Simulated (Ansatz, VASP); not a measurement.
# One calculation of Y, two programs

```
Y
1.0
     0.00000    2.56031    2.56031
     2.56031    0.00000    2.56031
     2.56031    2.56031    0.00000
Y
1
Cartesian
  0.0000 0.0000 0.0000
```

The cell was built by a generator and needn't be a form met in nature.

Alike in both runs: functional revPBE; k mesh 11 × 11 × 11; occupations fermi-dirac, width 0.1 eV; no spin polarisation.

Ansatz relaxed the structure, and its values are those at the end. VASP's run is a single point on that final structure, the one shown.

```csv
,VASP,Ansatz
version,VASP 6.6.1,Ansatz 0.2.0
potentials or method,"VASP PAW PBE potentials, release 64 (Y_sv)","plane waves (420 eV) with PAW, scalar-relativistic"
plane-wave cutoff (eV),520,420
valence electrons in the cell,11,11
```

|  | VASP | Ansatz | Ansatz less VASP |
| --- | --- | --- | --- |
| pressure (GPa) | -0.1 | 0.0 | +0.14 |

Caveats: the PAW data sets were made with another functional, which shifts forces and pressure a little (VASP).
